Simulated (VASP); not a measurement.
MgI$_{2}$ (distorted 1T (CdI2) bulk), PBE single-point calculation: Ansatz's output and VASP's

```yaml
crystal:
  lattice:
    - [4.08260, 0.04880, -0.02530]
    - [-1.99910, 3.64200, -0.00920]
    - [-0.04180, -0.04180, 6.66400]
  atoms:
    - { symbol: Mg, position: [0.98730, 0.99530, 0.01360] }
    - { symbol: I, position: [0.31780, 0.64920, 0.24320] }
    - { symbol: I, position: [0.61380, 0.30880, 0.74160] }
```

Ansatz printed

```
SCF 1 converged in 7 iterations: F = -16952.674073 eV  dr2 = 1.54e-8
  greatest PAW one-centre occupation: 1.000 electrons in one spin orbital (limit 2), on the Mg atom at site 0 (counted from 0), in its partial waves of l = 0
SCF converged after 7 iterations
Free energy (F): -16952.674073 eV
Harris-Foulkes:  -16952.674073 eV  (|F-HF|=8.77e-9)
Internal energy: -16952.674073 eV  (E = F + TS)
E sigma→0 (E₀):  -16952.674073 eV
Fermi energy:    7.053953 eV
--- Per-component energies (eV) ---
  E_band       = -1110.289974
  E_kinetic    = 454.288810
  E_local      = -5661.564152  (includes V_loc(G=0)·N_el)
  E_nonlocal   = -85.641361
  E_hartree    = 2670.648326
  E_xc         = -285.426984
  E_vxc        = -295.051118  (∫ρ·V_xc dr)
  E_paw        = -9926.216575  (= ΣΔE_a)
  E_vpaw       = -863.613100  (= ΣTr[D̂ρ^β])
  E_aug_tail   = -0.000020  (compensation charges beyond the density's cutoff)
  E_ewald      = -4118.762116
  E_smearing   = -0.000000  (= −TS)
  E_closure    = 0.000000  (closes the sum)
  Σ components = -16952.674073   (vs F -16952.674073, Δ=0.00e0)
--- Forces (eV/Å), atoms counted from 1 ---
  atom   1  Mg    -0.13335728    -0.10247324    -0.73874305
  atom   2  I     -0.01499047     0.08720214     0.31829064
  atom   3  I      0.14834369     0.01526763     0.42043479
  max |Σ_I F_I| component: 1.76e-5 eV/Å
--- Stress (GPa, compression-positive) ---
        1.944872      -0.462952      -0.197734
       -0.462952       1.073808       0.181345
       -0.197734       0.181345       1.773590
  P = ⅓ Tr σ = 1.5974 GPa (15.974 kbar)
--- Band table (eV; the first three rows and the last of 76) ---
  k-point 0: bands = ["-70.0292", "-38.6997", "-38.6984", "-38.6762", "-38.6669", "-38.6602", "-38.1386", "-38.1364", "-38.1281", "-38.1233", "-38.1204", "-36.7866", "-36.7820", "-36.7773", "-6.9955", "-5.9749", "1.5892", "4.4125", "4.6452", "5.2445", "5.4314", "5.5075", "8.8671", "10.0112", "11.7627", "12.0704"]
  k-point 1: bands = ["-70.0292", "-38.6997", "-38.6984", "-38.6762", "-38.6669", "-38.6602", "-38.1386", "-38.1364", "-38.1281", "-38.1233", "-38.1204", "-36.7866", "-36.7820", "-36.7773", "-6.9372", "-6.0663", "1.9662", "4.4349", "4.6127", "4.7014", "5.2524", "5.4658", "9.3719", "10.1314", "11.6279", "11.9494"]
  k-point 2: bands = ["-70.0292", "-38.6997", "-38.6984", "-38.6762", "-38.6669", "-38.6602", "-38.1386", "-38.1364", "-38.1281", "-38.1233", "-38.1204", "-36.7866", "-36.7820", "-36.7773", "-6.8652", "-6.1705", "2.6263", "3.6935", "4.4590", "4.6985", "5.2328", "5.4285", "9.7138", "10.3136", "11.5128", "11.8603"]
  k-point 75: bands = ["-70.0291", "-38.6997", "-38.6973", "-38.6763", "-38.6672", "-38.6596", "-38.1387", "-38.1362", "-38.1277", "-38.1229", "-38.1202", "-36.7871", "-36.7828", "-36.7772", "-6.3059", "-5.6760", "1.4019", "2.0712", "3.6579", "4.2466", "4.5493", "4.5627", "8.6181", "10.1532", "11.0621", "11.3462"]
```

The two codes use different PAW datasets and cutoffs. VASP's cell holds 16 valence electrons and Ansatz's 44. Ansatz's stress includes a Pulay correction; VASP's doesn't.

Problem. What does VASP give for the same cell and level of theory?

Solution. gap between bands v and c on the k mesh 3.09 eV; least direct gap on the k mesh 3.34 eV; pressure 1.5 GPa; largest force 0.76 eV/Å.

From OUTCAR

```
k-points           NKPTS =     76   k-points in BZ     NKDIM =     76   number of bands    NBANDS=     15

   NELECT =      16.0000    total number of electrons

   dimension x,y,z NGX =    30 NGY =   32 NGZ =   50
   dimension x,y,z NGXF=    60 NGYF=   64 NGZF=  100

  energy-cutoff  :      520.00
  volume of cell :       99.73
      direct lattice vectors                 reciprocal lattice vectors
     4.082600000  0.048800000 -0.025300000     0.243359818  0.133586591  0.002364400
    -1.999100000  3.642000000 -0.009200000    -0.003250282  0.272794595  0.001690719
    -0.041800000 -0.041800000  6.664000000     0.000919433  0.000883771  0.150071335

 k-points in reciprocal lattice and weights: KPOINTS created by Atomic Simulation Env
   0.00000000  0.00000000  0.00000000       0.007
   0.16666667 -0.00000000 -0.00000000       0.014
   0.33333333  0.00000000  0.00000000       0.014
   0.50000000 -0.00000000  0.00000000       0.007
   0.00000000  0.16666667  0.00000000       0.014
   0.16666667  0.16666667  0.00000000       0.014
   0.33333333  0.16666667 -0.00000000       0.014
   0.50000000  0.16666667  0.00000000       0.014
   ...

 E-fermi :   3.2215

 k-point     1 :       0.0000    0.0000    0.0000
  band No.  band energies     occupation
      1      -9.6721      2.00000
      2      -8.6512      2.00000
      3      -1.0871      2.00000
      4       1.7369      2.00000
      5       1.9692      2.00000
      6       2.5694      2.00000
      7       2.7577      2.00000
      8       2.8318      2.00000
      9       6.1749      0.00000
     10       7.3209      0.00000
     11       9.0547      0.00000
     12       9.3599      0.00000
     13      10.2036      0.00000
     14      10.5312      0.00000
     15      11.1251      0.00000

 k-point     2 :       0.1667   -0.0000   -0.0000
  band No.  band energies     occupation
      1      -9.5388      2.00000
      2      -8.5735      2.00000
      3      -0.8869      2.00000
      4       0.9100      2.00000
      5       1.5621      2.00000
      6       1.7867      2.00000
      7       2.5986      2.00000
      8       2.6956      2.00000
      9       7.0643      0.00000
     10       7.8992      0.00000
     11       8.7535      0.00000
     12       9.5382      0.00000
     13       9.7633      0.00000
     14      10.4918      0.00000
     15      11.0319      0.00000

 k-point     3 :       0.3333    0.0000    0.0000
  band No.  band energies     occupation
      1      -9.2350      2.00000
      2      -8.4190      2.00000
      3      -0.7350      2.00000
      4      -0.1306      2.00000
      5       0.6587      2.00000
      6       1.1712      2.00000
      7       2.2246      2.00000
      8       2.4313      2.00000
      9       6.5724      0.00000
     10       7.8362      0.00000
     11       8.4724      0.00000
     12       9.5510      0.00000
     13      10.3059      0.00000
     14      11.2328      0.00000
     15      12.0175      0.00000

 k-point     4 :       0.5000   -0.0000    0.0000
  band No.  band energies     occupation
      1      -9.0561      2.00000
      2      -8.3471      2.00000
      3      -1.1980      2.00000
      4      -0.1169      2.00000
      5       0.5041      2.00000
      6       1.0073      2.00000
      7       1.8324      2.00000
      8       2.3097      2.00000
      9       6.1554      0.00000
     10       7.5400      0.00000
     11       8.1856      0.00000
     12       9.4153      0.00000
     13      10.8373      0.00000
     14      12.1358      0.00000
     15      12.9134      0.00000

 k-point     5 :       0.0000    0.1667    0.0000
  band No.  band energies     occupation
      1      -9.5443      2.00000
      2      -8.5844      2.00000
      3      -0.8879      2.00000
      4       0.8053      2.00000
      5       1.7167      2.00000
      6       1.7986      2.00000
      7       2.6030      2.00000
      8       2.6839      2.00000
      9       7.0938      0.00000
     10       8.0653      0.00000
     11       8.5928      0.00000
     12       9.6237      0.00000
     13       9.7118      0.00000
     14      10.5643      0.00000
     15      11.2094      0.00000

 k-point     6 :       0.1667    0.1667    0.0000
  band No.  band energies     occupation
      1      -9.3333      2.00000
      2      -8.4753      2.00000
      3      -0.6272      2.00000
      4       0.1448      2.00000
      5       0.6564      2.00000
      6       1.4698      2.00000
      7       2.1181      2.00000
      8       2.3865      2.00000
      9       7.2858      0.00000
     10       8.6903      0.00000
     11       9.1051      0.00000
     12       9.3927      0.00000
     13       9.5619      0.00000
     14       9.9690      0.00000
     15      12.1847      0.00000

 ...

  Total        1.1727897      0.6313953      1.0721529     -0.2890137      0.1146608     -0.1233327
  in kB       18.8413293     10.1436152     17.2245598     -4.6431197      1.8420710     -1.9813887
  external PRESSURE =      15.4031681 kB  Pullay stress =       0.0000000 kB

 POSITION                                       TOTAL-FORCE (eV/Angst)
 -----------------------------------------------------------------------------------
      2.04048      3.67249      0.05649        -0.133440     -0.102530     -0.738754
     -0.01053      2.36973      1.60667        -0.014998      0.087920      0.309209
      1.85758      1.12360      4.92365         0.148438      0.014610      0.429544
 -----------------------------------------------------------------------------------
    total drift:                                0.000093     -0.000070      0.000034

  FREE ENERGIE OF THE ION-ELECTRON SYSTEM (eV)
  ---------------------------------------------------
  free  energy   TOTEN  =        -7.5908896908 eV

  energy  without entropy=       -7.5908896908  energy(sigma->0) =       -7.59088969
```
